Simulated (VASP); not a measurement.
# Pt (Fm-3m) in VASP: single point with LDA

Aim: the single point of Pt with LDA.

All numbers are computed with VASP 6.6.1; they aren't measurements. Logs are shortened: lines on timing, memory, paths and dates and some standing lists are left out, and cuts for length are marked.

## (1) Starting point

The structure is cubic, space group Fm-3m (No. 225). The conventional cell has a = 3.897 Å, b = 3.897 Å, c = 3.897 Å, α = 90.00°, β = 90.00°, γ = 90.00°. Pt (site symmetry m-3m) has 12 Pt at 2.76 Å as nearest neighbours.

## (2) Single point, LDA

File INCAR:

```
SYSTEM = Pt
  PREC = Accurate
  ENCUT = 520
  EDIFF = 1E-7
  ISMEAR = 1
  SIGMA = 0.1
  LREAL = .FALSE.
  LASPH = .TRUE.
  NELM = 80
  ALGO = Normal
  ISIF = 2
  LWAVE = .FALSE.
  LCHARG = .FALSE.
  ICORELEVEL = 1
```

File KPOINTS:

```
Automatic mesh
0
G
  15 15 24
  0 0 0
```

File POSCAR:

```
Pt
1.0
    2.7554452200      0.0000000000      0.0000000000
   -1.3777226100      2.3862855600      0.0000000000
    1.3777226100      0.7954285200      2.2498116000
Pt
1
Direct
    0.0000000000      0.0000000000      0.0000000000
```

Potentials or basis: VASP PAW LDA potentials, release 64 (Pt).

Command:

```console
$ cat potpaw_LDA.64/Pt/POTCAR > POTCAR
$ mpirun -np 1 vasp_std > vasp.out
```

OUTCAR:

```text
SYSTEM = Pt
   PREC = Accurate
   ENCUT = 520
   EDIFF = 1E-7
   ISMEAR = 1
   LREAL = .FALSE.
   LASPH = .TRUE.
   NELM = 80
   ISIF = 2

 ion  position               nearest neighbor table
   1  0.000  0.000  0.000-

  LATTYP: Found a face centered cubic cell.
 ALAT       =     3.8967880005

  Lattice vectors:

 A1 = (  -2.7554452200,  -0.0000000000,   0.0000000000)
 A2 = (  -1.3777226100,   0.7954285200,   2.2498116000)
 A3 = (  -1.3777226100,   2.3862855600,   0.0000000000)

Analysis of symmetry for initial positions (statically):
=====================================================================
 Subroutine PRICEL returns:
 Original cell was already a primitive cell.

 Routine SETGRP: Setting up the symmetry group for a
 face centered cubic supercell.

 Subroutine GETGRP returns: Found 48 space group operations
 (whereof 48 operations were pure point group operations)
 out of a pool of 48 trial point group operations.

The static configuration has the point symmetry O_h .

Analysis of symmetry for dynamics (positions and initial velocities):
=====================================================================
 Subroutine PRICEL returns:
 Original cell was already a primitive cell.

 Routine SETGRP: Setting up the symmetry group for a
 face centered cubic supercell.

 Subroutine GETGRP returns: Found 48 space group operations
 (whereof 48 operations were pure point group operations)
 out of a pool of 48 trial point group operations.

The dynamic configuration has the point symmetry O_h .

 Subroutine INISYM returns: Found 48 space group operations
 (whereof 48 operations are pure point group operations),
 and found     1 'primitive' translations

----------------------------------------------------------------------------------------

                                     Primitive cell

  volume of cell :      14.7931

  direct lattice vectors                    reciprocal lattice vectors
     2.755445220  0.000000000  0.000000000     0.362917757  0.209530665 -0.296321108
    -1.377722610  2.386285560  0.000000000     0.000000000  0.419061330 -0.148160554
     1.377722610  0.795428520  2.249811600     0.000000000  0.000000000  0.444481662

  length of vectors
     2.755445220  2.755445221  2.755445219     0.513243215  0.444481662  0.444481662

  position of ions in fractional coordinates (direct lattice)
     0.000000000  0.000000000  0.000000000

  ion indices of the primitive-cell ions
   primitive index   ion index
                 1           1

----------------------------------------------------------------------------------------
[... 99 lines left out ...]
   ISYM   =      2    0-nonsym 1-usesym 2-fastsym
   POTIM  = 0.5000    time-step for ionic-motion
   TEBEG  =    0.0;   TEEND  =   0.0 temperature during run
   PSTRESS=    0.0 pullay stress
   NELECT =      10.0000    total number of electrons
   NUPDOWN=      -1.0000    fix difference up-down
   EMIN   =  10.00;   EMAX   =-10.00  energy-range for DOS
   EFERMI =   0.00;   METHOD = LEGACY
   ISMEAR =     1;   SIGMA  =   0.10  broadening in eV -4-tet -1-fermi 0-gaus
   EFERMI_NEDOS =   21; number of points for ismear=-14 and -15
   IALGO  =     38    algorithm
   IMIX   =      4    mixing-type and parameters
     AMIX     =   0.40;   BMIX     =  1.00
     AMIX_MAG =   1.60;   BMIX_MAG =  1.00
  volume/ion in A,a.u.               =      14.79        99.83
  Fermi-wavevector in a.u.,A,eV,Ry     =   1.436773  2.715107 28.086719  2.064316
  Thomas-Fermi vector in A             =   2.555924
   LORBIT       =      0    0 simple, 1 ext, 2 COOP (PROOUT), +10 PAW based schemes
   GGA     = CA    functional components
   LHFCALC =     F    Hartree Fock is set to
   AEXX    =    0.0000 exact exchange contribution
   IVDW    =     0    specifies the selected vdW correction
   LEPSILON=     F    determine dielectric tensor
   LRPA    =     F    only Hartree local field effects (RPA)
 non-spin polarized calculation
 Methfessel and Paxton  Order N= 1 SIGMA  =   0.10
  energy-cutoff  :      520.00
  volume of cell :       14.79
 maximum number of plane-waves:       411
   NGX = 11   NGY = 11   NGZ = 11

 number of electron      10.0000000 magnetization

 Free energy of the ion-electron system (eV)
  ---------------------------------------------------
  ext. energy  EPLUGINS =         0.00000000
  ---------------------------------------------------
  free energy    TOTEN  =        -7.50469355 eV

  energy without entropy =       -7.50433359  energy(sigma->0) =       -7.50457357

 the core state eigenenergies are
   1-  1s -77834.3914  2s -13675.0949  2p -11867.5932  3s  -3202.6467  3p  -2675.2879
       3d  -2101.7592  4s   -675.8947  4p   -502.5665  4d   -291.5806  4f    -56.1338
       5s    -86.7391  5p    -41.1124

 E-fermi :  11.5217     XC(G=0): -13.7991

 val. band max:       11.5217315808   @ k =   0.0000   0.4667   0.4583
 cond. band min:      11.5217573327   @ k =   0.4000   0.0667   0.5000
 fundamental gap:      0.0000257520
 Fermi energy:        11.5217338560

 k-point     1 :       0.0000    0.0000    0.0000
  band No.  band energies     occupation
      1       1.0547      2.00000
      2       7.5802      2.00000
      3       7.5802      2.00000
      4       7.5802      2.00000
      5       9.8441      2.00000
      6       9.8441      2.00000
      7      26.0823      0.00000
      8      31.1144      0.00000
      9      31.1144      0.00000
[... 265 lines left out ...]
 k-point    24 :      -0.0667    0.1333   -0.0000
  band No.  band energies     occupation
      1       1.5341      2.00000
      2       7.3465      2.00000
      3       7.7558      2.00000
      4       7.8046      2.00000
      5       9.6166      2.00000
      6       9.8784      2.00000
      7      26.8243      0.00000
      8      29.3849      0.00000
      9      31.2185      0.00000

 [... further k-points ...]
[... 5 lines left out ...]
  --------------------------------------------------------------------------------------
  -------------------------------------------------------------------------------------
  Total       -0.0007206     -0.0007206     -0.0007206      0.0000000     -0.0000000      0.0000000
  in kB       -0.0780409     -0.0780409     -0.0780409      0.0000000     -0.0000000      0.0000000
  external PRESSURE =      -0.0780409 kB  Pullay stress =       0.0000000 kB

 VOLUME and BASIS-vectors are now :
 -----------------------------------------------------------------------------
  energy-cutoff  :      520.00
  volume of cell :       14.79
      direct lattice vectors                 reciprocal lattice vectors
     2.755445220  0.000000000  0.000000000     0.362917757  0.209530665 -0.296321108
    -1.377722610  2.386285560  0.000000000     0.000000000  0.419061330 -0.148160554
     1.377722610  0.795428520  2.249811600     0.000000000  0.000000000  0.444481662

 POSITION                                       TOTAL-FORCE (eV/Angst)
 -----------------------------------------------------------------------------------
      0.00000      0.00000      0.00000         0.000000     -0.000000      0.000000
 -----------------------------------------------------------------------------------
    total drift:                               -0.000000      0.000000     -0.000000

  FREE ENERGIE OF THE ION-ELECTRON SYSTEM (eV)
  ---------------------------------------------------
  free  energy   TOTEN  =        -7.5046935548 eV

  energy  without entropy=       -7.5043335881  energy(sigma->0) =       -7.50457357
```

OSZICAR:

```text
N       E                     dE             d eps       ncg     rms          rms(c)
DAV:   1     0.355806237752E+02    0.35581E+02   -0.55473E+03 22608   0.104E+03
DAV:   2    -0.751164200155E+01   -0.43092E+02   -0.41408E+02 22993   0.188E+02
DAV:   3    -0.793741545577E+01   -0.42577E+00   -0.42119E+00 25828   0.189E+01
DAV:   4    -0.793877505863E+01   -0.13596E-02   -0.13592E-02 24939   0.112E+00
DAV:   5    -0.793878352872E+01   -0.84701E-05   -0.84708E-05 24771   0.809E-02    0.140E+01
DAV:   6    -0.755387538419E+01    0.38491E+00   -0.99967E-01 22323   0.903E+00    0.720E+00
DAV:   7    -0.750944643009E+01    0.44429E-01   -0.16092E-01 23450   0.346E+00    0.263E+00
DAV:   8    -0.750485446698E+01    0.45920E-02   -0.64812E-03 23590   0.874E-01    0.541E-01
DAV:   9    -0.750468991886E+01    0.16455E-03   -0.12688E-04 23297   0.125E-01    0.103E-02
DAV:  10    -0.750469349370E+01   -0.35748E-05   -0.19499E-06 25171   0.106E-02    0.225E-03
DAV:  11    -0.750469355481E+01   -0.61117E-07   -0.39786E-08 17915   0.209E-03
   1 F= -.75046936E+01 E0= -.75045736E+01  d E =-.359967E-03
```

It took 2 min on 1 thread of Intel Xeon Platinum 8375C at 2.90GHz (Ice Lake), shared host; peak memory 0.27 GiB.

What came out:

- Free energy: -7.5047 eV
- Pressure: 0.0 GPa
- Band gap on the k mesh: none (metal or under the smearing width)

Core levels (eV, on the scale of the bands):
```tsv
atom	levels
1 Pt	1s -77834.4, 2s -13675.1, 2p -11867.6, 3s -3202.6, 3p -2675.3, 3d -2101.8, 4s -675.9, 4p -502.6, 4d -291.6, 4f -56.1, 5s -86.7, 5p -41.1
```

Spin-orbit coupling is left out, which matters for the levels of Pt.
